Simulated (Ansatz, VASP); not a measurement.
Rh in VASP and in Ansatz

```
Rh
1.0
     2.54547    0.00000    0.00000
     0.00000    2.54547    0.00000
     0.00000    0.00000    2.54547
Rh
1
Direct
  0.00000 0.00000 0.00000
```

Alike in both runs: task single point; functional LDA; k mesh 14 × 14 × 14; occupations fermi-dirac, width 0.1 eV; no spin polarisation.

```csv
,VASP,Ansatz
version,VASP 6.6.1,Ansatz 0.2.0
potentials or method,"VASP PAW LDA potentials, release 64 (Rh_pv)","plane waves (420 eV) with PAW, scalar-relativistic"
plane-wave cutoff (eV),520,420
valence electrons in the cell,15,17
```

```tsv
	VASP	Ansatz	Ansatz less VASP
pressure (GPa)	-14.2	-14.7	-0.54
```

The two sets of potentials don't hold the same shells in valence. Ansatz warned: «pseudo_functional_mismatch».
